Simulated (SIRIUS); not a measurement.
# SnO2 (P1) in SIRIUS: single point with PBE

Aim: the single point of SnO2 with PBE.

All numbers are computed with SIRIUS 7.10.0; they aren't measurements. Logs are shortened: lines on timing, memory, paths and dates and some standing lists are left out, and cuts for length are marked. The log counts tension as positive stress, the text compression.

## 1. The cell of the first run

The typed cell holds 3 atoms: a = 3.023 Å, b = 4.965 Å, c = 5.977 Å, α = 90.00°, β = 90.00°, γ = 90.00°.

The cell was built by a generator and needn't be a form met in nature.

## 2. Single point, PBE (atoms moved at random, drawn with an rms of 0.05 Å)

Input file sirius.json:

```json
{
  "control": {
    "processing_unit": "cpu",
    "verbosity": 2,
    "num_bands_to_print": 21,
    "print_forces": true,
    "print_stress": true
  },
  "parameters": {
    "electronic_structure_method": "pseudopotential",
    "xc_functionals": ["XC_GGA_X_PBE", "XC_GGA_C_PBE"],
    "gk_cutoff": 9.2,
    "pw_cutoff": 18.4,
    "ngridk": [9, 6, 5],
    "shiftk": [0, 0, 0],
    "smearing": "fermi_dirac",
    "smearing_width": 0.0018374661,
    "num_bands": 21,
    "num_mag_dims": 0,
    "num_dft_iter": 100,
    "energy_tol": 1e-08,
    "density_tol": 1e-06
  },
  "iterative_solver": {
    "type": "davidson",
    "min_tolerance": 1e-09,
    "tolerance_scale": [0.1, 0.25]
  },
  "mixer": {
    "type": "anderson",
    "beta": 0.7,
    "max_history": 8
  },
  "settings": {
    "tol_ne": 1e-10,
    "pseudo_grid_cutoff": 6.5
  },
  "unit_cell": {
    "lattice_vectors": [
      [5.713152300797, 0.0, 0.0],
      [0.0, 9.381885496407, 0.0],
      [0.0, 0.0, 11.294817457843]
    ],
    "atom_coordinate_units": "lattice",
    "atom_types": ["Sn", "O"],
    "atom_files": {
      "Sn": "Sn.json",
      "O": "O.json"
    },
    "atoms": {
      "Sn": [
        [0.507468, 0.499173, -0.000873]
      ],
      "O": [
        [-0.004385, 0.50886, 0.767437],
        [-0.013029, 0.494735, 0.225978]
      ]
    }
  }
}
```

Potentials or basis: PseudoDojo 0.4.1 PBE standard (scalar relativistic).

Launch:

```sh
$ upf_to_json Sn.upf
$ upf_to_json O.upf
$ OMP_NUM_THREADS=1 sirius.scf --input=sirius.json --output=out.json --task=0
```

What it wrote:

```text
[info] SIRIUS version : 7.10.0
[info] number of MPI ranks           : 1
[info] MPI grid                      : 1 1
[info] maximum number of OMP threads : 1
[fft] FFT context for density and potential
[fft] =====================================
[fft]   comm size                             : 1
[fft]   plane wave cutoff                     : 18.4
[fft]   grid size                             : 36 60 72   total : 155520
[fft]   grid limits                           : -17 18   -29 30   -35 36
[fft]   number of G-vectors within the cutoff : 31817
[fft]   local number of G-vectors             : 31817
[fft]   number of G-shells                    : 8729
[fft] FFT context for coarse grid
[fft] =====================================
[fft]   comm size                             : 1
[fft]   plane wave cutoff                     : 18.4
[fft]   grid size                             : 36 60 72   total : 155520
[fft]   grid limits                           : -17 18   -29 30   -35 36
[fft]   number of G-vectors within the cutoff : 31817
[fft]   local number of G-vectors             : 31817
[fft]   number of G-shells                    : 8729
[unit cell] lattice vectors
[unit cell]   a1 :       5.7131523008      0.0000000000      0.0000000000
[unit cell]   a2 :       0.0000000000      9.3818854964      0.0000000000
[unit cell]   a3 :       0.0000000000      0.0000000000     11.2948174578
[unit cell] reciprocal lattice vectors
[unit cell]   b1 :       1.0997755663      0.0000000000      0.0000000000
[unit cell]   b2 :       0.0000000000      0.6697145589      0.0000000000
[unit cell]   b3 :       0.0000000000      0.0000000000      0.5562892301
[unit cell] unit cell volume :       605.40380503 [a.u.^3]
[unit cell] 1/sqrt(omega)    :         0.04064222
[unit cell] MT volume        :         0.00000000 ( 0.00%)
[unit cell] IT volume        :       605.40380503 (100.00%)
[unit cell] number of atom types : 2
[unit cell] type id : 0 symbol : Sn mt_radius :  16.270000 num_atoms : 1
[unit cell] type id : 1 symbol :  O mt_radius :   9.350000 num_atoms : 2
[unit cell] total number of atoms : 3
[unit cell] number of symmetry classes : 3
[unit cell] number of PAW atoms : 0
[unit cell] atom id  type id  class id             position                      vector_field
[unit cell] ------------------------------------------------------------------------------------------
[unit cell]      0        0        0      0.50747   0.49917  -0.00087      0.00000   0.00000   0.00000
[... 340 lines left out ...]
[find] Total energy                   :    -111.80405648 (Ha),    -223.60811296 (Ry)
[find] Free energy (E-TS)             :    -111.80405648 (Ha),    -223.60811297 (Ry)
[find] band gap (eV)                  :       1.31887559
[find] Efermi                         :       0.02733695
[find] iteration : 11, RMS : 2.373446020371e-07, energy difference : -5.843787675985e-10
[find] Hartree energy of density residual : 1.180160379007e-11
[find] bands are converged : true
[find] iterative solver converged : true
[find] converged after 12 SCF iterations!
[find] Charges and magnetic moments
[find] --------------------------------------------------------------------------------
[find] total charge          : 26.000000
[find] Energy
[find] --------------------------------------------------------------------------------
[find] valence_eval_sum               :     -10.99676586
[find] <rho|V^{XC}>                   :     -21.81880314
[find] <rho|E^{XC}>                   :     -30.34062892
[find] <mag|B^{XC}>                   :       0.00000000
[find] <rho|V^{H}>                    :     109.98825585
[find] one-electron contribution      :     -99.16621857 (Ha),    -198.33243714 (Ry)
[find] hartree contribution           :      54.99412793
[find] xc contribution                :     -30.34062892
[find] ewald contribution             :     -37.29134388
[find] PAW contribution               :       0.00000000
[find] smearing (-TS)                 :      -0.00000000
[find] SCF correction                 :       0.00000697
[find] Total energy                   :    -111.80405648 (Ha),    -223.60811296 (Ry)
[find] Free energy (E-TS)             :    -111.80405648 (Ha),    -223.60811297 (Ry)
[find] band gap (eV)                  :       1.31887559
[find] Efermi                         :       0.02733695
[ground_state] === stress tensor components [kbar] ===
[ground_state] === stress_kin ===
[ground_state] -22104.922900   -0.268686   16.851451
[ground_state]    -0.268686-22579.081369   -2.264829
[ground_state]    16.851451   -2.264829-22496.938871
[ground_state] === stress_har ===
[ground_state] -21508.360105   -0.755069  -65.510811
[ground_state]    -0.755069 3895.681017  258.414712
[ground_state]   -65.510811  258.414712-9113.001833
[ground_state] === stress_ewald ===
[ground_state] -11748.450676   -1.358688 -162.479632
[ground_state]    -1.35868823808.877414  391.609319
[ground_state]  -162.479632  391.609319 6062.172807
[ground_state] === stress_vloc ===
[ground_state] 41107.606769    2.213596  215.097667
[ground_state]     2.213596-19635.795099 -650.374101
[ground_state]   215.097667 -650.37410111165.215728
[ground_state] === stress_xc ===
[ground_state] -3964.457212   -0.003689   -0.322239
[ground_state]    -0.003689-3934.078077    0.607630
[ground_state]    -0.322239    0.607630-3957.369225
[ground_state] === stress_core ===
[ground_state]  7323.342905    0.007987   -0.418428
[ground_state]     0.007987 7330.673362    0.047711
[ground_state]    -0.418428    0.047711 7328.527312
[ground_state] === stress_nonloc ===
[ground_state] 10892.738365    0.070516   -8.713308
[ground_state]     0.07051611108.768561    1.926525
[ground_state]    -8.713308    1.92652511027.875797
[ground_state] === stress_us_nl ===
[ground_state] 10892.738365    0.070516   -8.713308
[ground_state]     0.07051611108.768561    1.926525
[ground_state]    -8.713308    1.92652511027.875797
[ground_state] === stress_total ===
[ground_state]    -2.502854   -0.094031   -5.495300
[ground_state]    -0.094031   -4.954191   -0.033034
[ground_state]    -5.495300   -0.033034   16.481716
[ground_state] ==== total Forces in Ha/bohr =====
[ground_state] atom:    0, force:      -0.0199957      0.0013940     -0.0092879
[ground_state] atom:    1, force:       0.0077586     -0.0005842      0.0129865
[ground_state] atom:    2, force:       0.0122472     -0.0008230     -0.0037048
[ground_state] ==== ultrasoft contribution from Qij =====
[ground_state] atom:    0, force:       0.0000000      0.0000000      0.0000000
[ground_state] atom:    1, force:       0.0000000      0.0000000      0.0000000
[ground_state] atom:    2, force:       0.0000000      0.0000000      0.0000000
[ground_state] ==== non-local contribution from Beta-projector =====
[ground_state] atom:    0, force:      -0.0172317      0.0000615      0.0013308
[ground_state] atom:    1, force:      -0.0157159     -0.0196938      0.6378190
[ground_state] atom:    2, force:      -0.0349943      0.0076736     -0.6445946
[ground_state] ==== contribution from local potential =====
[ground_state] atom:    0, force:       0.4664375      0.1124669      0.0942830
[ground_state] atom:    1, force:      -0.1446034     -0.2316290      6.4707164
[ground_state] atom:    2, force:      -0.2519657      0.1311918     -6.5595105
[ground_state] ==== contribution from core density =====
[ground_state] atom:    0, force:      -0.0028116     -0.0004960      0.0000445
[ground_state] atom:    1, force:       0.0002053      0.0006157     -0.0199677
[ground_state] atom:    2, force:       0.0006899     -0.0001972      0.0198637
[ground_state] ==== Ewald forces from ions =====
[ground_state] atom:    0, force:      -0.4663900     -0.1106332     -0.1049562
[ground_state] atom:    1, force:       0.1678725      0.2501236     -7.0755806
[ground_state] atom:    2, force:       0.2985175     -0.1394904      7.1805368
[~DFT_ground_state] local op. applied: 90769
[~DFT_ground_state] evp. work count: 18139.2
[~DFT_ground_state] number of iterative solver steps: 6845
```

Wall time 10 min (1 thread of Arm Neoverse V1, shared host); peak memory 2.2 GiB.

Results:

```yaml
Free_energy: -3042.3434 eV
Pressure: -0.3 GPa
Largest_force: 1.136 eV/Å
Band_gap_on_the_k_mesh: 1.32 eV
```

Forces on the atoms (eV/Å):
```
Sn  -1.028  0.072 -0.478
O    0.399 -0.030  0.668
O    0.630 -0.042 -0.191
```

Stress tensor (GPa, compression positive):
```
 0.25  0.01  0.55
 0.01  0.50  0.00
 0.55  0.00 -1.65
```

Caveat: spin-orbit coupling is left out, which moves the levels of the heavy elements; an odd mesh through Γ misses points on the zone boundary, where band edges often lie.
